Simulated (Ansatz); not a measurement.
# Ti: two-dimensional strain map

Level of theory: Ansatz 0.2.0, DFT PBE, scalar-relativistic, plane waves, PAW. Cutoff 350 eV, Γ-centred 20×20×20 k-points, Gaussian smearing of 0.15 eV. The cutoff lies under the one recommended for these potentials. No spin polarisation. Energies are free energies at this smearing, counted from the undisturbed cell; pressure is positive in compression.

The undisturbed cell (as given, not relaxed at this level; it stands at -2.4 GPa; this bcc form isn't the usual structure):

```
CELL_PARAMETERS angstrom
-1.64100 1.64100 1.64100
1.64100 -1.64100 1.64100
1.64100 1.64100 -1.64100
ATOMIC_POSITIONS crystal
Ti 0.00000 0.00000 0.00000
```

The cell is strained by p along both x and y and by q along z, fractional coordinates fixed. Points are written (p, q).

Energy above the undisturbed cell in meV/atom (a dash: not computed):

```csv
p \ q,-0.050,-0.025,0.000,0.025,0.050
-0.050,99.6,61.6,32.4,?,-4.2
-0.025,32.6,12.8,0.5,?,-4.9
0.000,-1.3,-3.8,0.0,9.3,23.6
0.025,-6.8,?,25.6,49.0,76.2
0.050,13.6,?,73.1,109.4,148.7
```

Task: Fill in the withheld energies.

Result: (-0.050, 0.025): 10.8; (-0.025, 0.025): -5.1; (0.025, -0.025): 6.7; (0.050, -0.025): 40.5.

Cost: 25 runs of about 2 core-minutes in all, on Intel Xeon Platinum 8259CL (Skylake/Cascade Lake) (shared hosts).